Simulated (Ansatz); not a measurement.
# Compressing FeSi: a fit and a missing row

FeSi, P2_13, a = 4.448 Å. Ansatz: PBE, PAW, 420 eV, Γ-centred 8×8×8 mesh on 8 atoms, Gaussian smearing 0.01 eV; no spin polarisation. Shape and atoms are relaxed at each volume; pressure is positive in compression.

| V (Å³/atom) | P (GPa) |
| --- | --- |
| 9.680 | ? |
| 10.011 | 25.67 |
| 10.341 | 15.61 |
| 10.671 | 7.12 |
| 11.001 | -0.02 |
| 11.331 | -6.01 |
| 11.661 | -11.01 |
| 12.101 | -16.37 |

Question: Take V0 = 11.001 Å³/atom, count pressures from its P0 = -0.02 GPa, fit the third-order Birch–Murnaghan form to the other rows, and predict the missing pressure.

Answer: With the Eulerian strain f = ½[(V0/V)^(2/3) − 1] and y = (P − P0)/[3f(1 + 2f)^(5/2)], the form is the line y = B0 + 1.5 B0 (B0′ − 4) f. Rows (f, y): 0.03244, 225.6; 0.02105, 223.3; 0.01026, 220.5; -0.00976, 214.9; -0.01905, 211.9; -0.03078, 207.5. Means f = 0.0006933, y = 217.28; Σ(Δf)² = 0.003003, ΣΔfΔy = 0.8564; the slope is their ratio. y = 217.1 + 285.1 f GPa, so B0 = 217.1 GPa and B0′ = 4 + 2 × (285.1)/(3 × 217.1) = 4.88. At V = 9.680, f = 0.04451, y = 229.79 and P = 37.96 GPa. The run gave 37.60 GPa, so the fit is 0.36 GPa too high, a small miss on the scale of the series.

Cost: 8 runs of about 10 core-minutes in all, on Arm Neoverse V1 (shared hosts).